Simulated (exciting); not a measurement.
Runs of exciting (release sodium) on GaP. The structure is cubic, space group F-43m (No. 216). The conventional cell has a = 5.451 Å, b = 5.451 Å, c = 5.451 Å, α = 90.00°, β = 90.00°, γ = 90.00°. Around Ga (site symmetry -43m) lie 4 P at 2.36 Å. P (site symmetry -43m) has 4 Ga at 2.36 Å as nearest neighbours. 

```tsv
task	level	potentials or basis	spin	cell	k mesh	smearing	method	first band of the group	last band of the group	lmaxapw (and lmaxmat)	nempty	rgkmax	other keys	mesh quality	gap on the mesh (eV)
Wannier functions	LDA	all-electron LAPW+lo, shipped species files, valence relativity iora*	off	as given	7 × 7 × 7	gaussian 0.005 eV	opfmax	7	9	10	10	7.5	-	not flagged	1.44
single point	PBEsol (libxc)+D2	all-electron LAPW+lo, shipped species files, valence relativity iora*	off	as given	8 × 8 × 8	fermi-dirac 0.05 eV	-	-	-	10	10	9	deband = 0.001	not flagged	1.52
single point	LDA	all-electron LAPW+lo, shipped species files, valence relativity iora*	SOC, no magnetisation	volume scaled by 1.15	6 × 6 × 6	gaussian 0.05 eV	-	-	-	10	20	9	-	not flagged	(a)
phonons	LDA	all-electron LAPW+lo, shipped species files, valence relativity zora	off	as given	6 × 6 × 6	gaussian 0.005 eV	-	-	-	8	10	7.5	-	not flagged	1.49
density of states	revPBE	all-electron LAPW+lo, shipped species files, valence relativity iora*	collinear, ferromagnetic start	as given	5 × 5 × 5	methfessel-paxton 0.01 eV	-	-	-	10	20	8	-	not flagged	(b)
single point	r2SCAN	all-electron LAPW+lo, shipped species files, valence relativity zora	off	as given	4 × 4 × 4	gaussian 0.05 eV	-	-	-	10	10	8	-	coarse	1.89
```

Question: Fill in the values left out.

Answer: (a) 0.47; (b) 1.67.

Caveats: some runs use coarse meshes; an odd mesh through Γ misses points on the zone boundary, where band edges often lie (some runs); imaginary frequencies would show as zero here, so a zero away from Γ can hide an instability (some runs); at Γ the modes are those without the macroscopic field, so the longitudinal optical ones aren't split off (some runs); the tetrahedron DOS on this energy grid can lose part of the weight of narrow d or f bands (some runs); this version's total energy under meta-GGAs is doubtful, so none is listed (some runs).

A k mesh can miss the band edges, and rows without SOC leave out spin-orbit coupling on Ga.

Runs at the PBE level aren't shown here.
